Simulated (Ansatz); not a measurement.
The system is Te2Mo.

```xyz
6
Lattice="3.5182 0.0000 0.0000 -1.7591 3.0469 0.0000 0.0000 0.0000 13.9736" Properties=species:S:1:pos:R:3 pbc="T T T"
Te    1.7591    1.0156    5.2960
Te    0.0000    2.0312   12.2828
Te    1.7591    1.0156    1.6908
Te    0.0000    2.0312    8.6776
Mo    1.7591    1.0156   10.4802
Mo    0.0000    2.0312    3.4934
```

Base run:

| Property | Result |
| --- | --- |
| Program | Ansatz 0.2.0 |
| Functional | r2SCAN |
| Potentials or basis | Ansatz PAW |
| Cutoff | 500 eV (not typed: the program's choice for these potentials) |
| k mesh | 9 × 9 × 2 |
| Occupations | fermi-dirac, width 0.05 eV |
| Spin | no spin polarisation |

Its results: band gap on the k mesh 0.89 eV, indirect (least direct gap 1.13 eV); pressure 2.2 GPa; largest force 0.078 eV/Å.

**Question.** The run is repeated on the same cell with these changes: functional from r2SCAN to LDA; cutoff from 500 eV (not typed: the program's choice for these potentials) to 420 eV (not typed: the program's choice for these potentials). What comes out?

**Answer.** Band gap on the k mesh 0.76 eV, indirect (least direct gap 1.03 eV); pressure -3.0 GPa; largest force 0.293 eV/Å.

r2SCAN gives the wider gap, since meta-GGAs in the generalised Kohn-Sham scheme recover part of the derivative discontinuity.

Caveats: the k mesh misses the band edges, so the gap on the mesh is wider than the one along the path; spin-orbit coupling is left out, which moves the levels of the heavy elements; the PAW data sets come from PBE, with cores solved anew for the run's functional, which leaves a small shift of forces and pressure.
